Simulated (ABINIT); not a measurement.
Crystal: GaN.

```
Ga N
1.0
     3.18000    0.00000    0.00000
    -1.59000    2.75396    0.00000
     0.00000    0.00000    5.16600
Ga N
2 2
Cartesian
  1.5900 0.9180 2.5830
  0.0000 1.8360 0.0000
  1.5900 0.9180 4.5203
  0.0000 1.8360 1.9373
```

Base run:

* Program: ABINIT 10.8.3 (patched build)
* Functional: PBE
* Potentials or basis: PseudoDojo NC SR PBE v0.4 stringent
* Cutoff: 1551 eV
* k mesh: 10 × 10 × 5
* Occupations: fermi-dirac, width 0.05 eV
* Spin: no spin polarisation

Its results: band gap on the k mesh 2.00 eV, direct; pressure 6.9 GPa; largest force 0.137 eV/Å.

Problem. The run is repeated on the same cell with these changes: potentials or basis from PseudoDojo NC SR PBE v0.4 stringent to Ansatz NC PBE; cutoff from 1551 eV to 1252 eV; valence electrons from 52 to 36. What comes out?

Solution. Band gap on the k mesh 1.99 eV, direct; pressure 7.6 GPa; largest force 0.137 eV/Å.

